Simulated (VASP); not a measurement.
H4CO: single point with PBE+D3(BJ)

H4CO:

```
CELL_PARAMETERS angstrom
7.38032 0.00000 0.00000
0.00000 7.38032 0.00000
0.00000 0.00000 7.38032
ATOMIC_POSITIONS crystal
C 0.62100 0.42725 0.18720
C 0.71688 0.42589 0.69717
C 0.26322 0.58537 0.50194
C 0.30849 0.06825 0.61316
C 0.18424 0.22947 0.09011
C 0.84235 0.92167 0.40576
O 0.78288 0.32637 0.15684
O 0.76687 0.25989 0.78565
O 0.09305 0.51594 0.56139
O 0.20250 0.96229 0.73337
O 0.26664 0.05259 0.08872
O 0.88114 0.10583 0.44937
H 0.65092 0.53985 0.28001
H 0.78078 0.28272 0.02959
H 0.56774 0.48386 0.05984
H 0.51527 0.34169 0.24963
H 0.57158 0.45156 0.71879
H 0.81832 0.18168 0.68960
H 0.79600 0.53936 0.75216
H 0.74449 0.41684 0.55168
H 0.23526 0.67308 0.38505
H 0.11611 0.42148 0.65006
H 0.33070 0.66736 0.60689
H 0.35512 0.47624 0.45762
H 0.22115 0.10786 0.49886
H 0.25148 0.97530 0.85665
H 0.36121 0.19152 0.67950
H 0.42740 0.99261 0.56117
H 0.07832 0.22567 0.98607
H 0.35387 0.04564 0.18751
H 0.12205 0.26150 0.22113
H 0.28242 0.33612 0.05399
H 0.92062 0.83418 0.49719
H 0.84344 0.18186 0.34554
H 0.69645 0.89012 0.42358
H 0.88097 0.89082 0.26460
```

The cell was built by a generator and needn't be a form met in nature.

| Item | Value |
| --- | --- |
| Program | VASP 6.6.1 |
| Task | single point |
| Functional | PBE |
| Dispersion | D3(BJ) |
| Potentials or basis | VASP PAW PBE potentials, release 64 (C, O, H) |
| Cutoff | 520 eV |
| k mesh | 1 × 1 × 1 |
| Occupations | fermi-dirac, width 0.02 eV |
| Spin | no spin polarisation |
| Dipole correction | no |
| Further INCAR settings | LREAL = Auto; ALGO = Normal; EDIFF = 1e-06; NBANDS = 66 |

```json
{
 "Pressure": "-0.2 GPa",
 "Largest force": "0.259 eV/Å",
 "Band gap on the k mesh": "4.59 eV, direct",
 "Dispersion energy per atom": "-0.035 eV"
}
```

Forces on the atoms (eV/Å):
```
C   -0.134  0.060 -0.002
C   -0.055  0.014  0.029
C    0.099  0.035 -0.081
C    0.046  0.061  0.001
C   -0.083  0.086 -0.132
C   -0.057 -0.242 -0.072
O    0.021 -0.158 -0.099
O    0.122 -0.073 -0.099
O   -0.009  0.006 -0.036
O   -0.052 -0.051 -0.038
O    0.119 -0.060  0.130
O   -0.013  0.149  0.125
H   -0.013 -0.006 -0.040
H    0.067 -0.010  0.051
H   -0.009 -0.028  0.060
H    0.033  0.073 -0.026
H   -0.039  0.042 -0.028
H   -0.016 -0.029  0.063
H   -0.009  0.057 -0.012
H    0.013  0.024  0.064
H   -0.003  0.019  0.001
H   -0.035 -0.054  0.043
H   -0.058  0.002  0.030
H   -0.019 -0.003  0.015
H    0.022 -0.021  0.022
H   -0.007 -0.006  0.080
H    0.010  0.036 -0.047
H    0.012  0.002 -0.010
H    0.005  0.029  0.027
H   -0.015 -0.039 -0.044
H    0.010 -0.019  0.005
H   -0.008 -0.012  0.013
H   -0.012  0.053 -0.001
H    0.018  0.076 -0.032
H    0.054  0.004 -0.020
H   -0.004 -0.017  0.061
```

Stress tensor (GPa, compression positive):
```
 0.25 -0.08 -0.02
-0.08 -0.15 -0.03
-0.02 -0.03 -0.83
```

Levels at points of the mesh, in eV from the valence-band top:
```
           k point  band 40  band 41  band 42  band 43  band 44  band 45
(0.00, 0.00, 0.00)    -0.38    -0.24     0.00     4.59     5.58     5.93
```

Run time: 74 s on 1 thread of Intel(R) Xeon(R) Platinum 8488C (Sapphire Rapids), on a shared host, peak memory 0.37 GiB.
